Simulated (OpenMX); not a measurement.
**BN under changes of volume**

One of the cells (5.959 Å³/atom); the others are scaled copies at fixed shape and fractional positions:

```
N B
1.0
     0.00000    1.81300    1.81300
     1.81300    0.00000    1.81300
     1.81300    1.81300    0.00000
N B
1 1
Direct
  0.25000 0.25000 0.25000
  0.00000 0.00000 0.00000
```

The cell is a database's computed one.

- Program: OpenMX 3.8.5
- Functional: LDA
- Potentials or basis: OpenMX 2013 LDA set, N6.0-s2p2d1, B7.0-s2p2d1, fixed grid of 25 × 25 × 25 points
- k mesh: 13 × 13 × 13
- Occupations: fermi-dirac, width 0.05 eV
- Spin: no spin polarisation

| volume (Å³/atom) | energy over the lowest point (meV/atom) | gap on the mesh (eV) |
| --- | --- | --- |
| 5.602 | 5.85 | 4.63 |
| 5.721 | 0.00 | 4.62 |
| 5.840 | 0.49 | 4.60 |
| 5.959 | 6.77 | 4.58 |
| 6.078 | ? | ? |
| 6.198 | 34.66 | 4.54 |
| 6.317 | 55.40 | 4.52 |

Task: What does the run at 6.078 Å³/atom give?

Result: Energy over the lowest point 18.33 meV/atom; gap on the mesh 4.56 eV.

Worked out: A Birch-Murnaghan fit of order 3 (a polynomial in V^(-2/3)) to the other rows has its minimum at 5.77 Å³/atom with B0 = V·E''(V) = 396 GPa and B' = 3.5. It gives 18.24 meV/atom at 6.078 Å³/atom, against the run's 18.33. A straight line through the other rows of the gap, of slope -0.946 eV per unit of ln V, gives 4.56 eV, against the run's 4.56.

Energies are extrapolated to zero smearing.

Caveats: an odd mesh through Γ misses points on the zone boundary, where band edges often lie; the basis of atomic orbitals isn't converged, which shifts pressures, moduli and gaps.
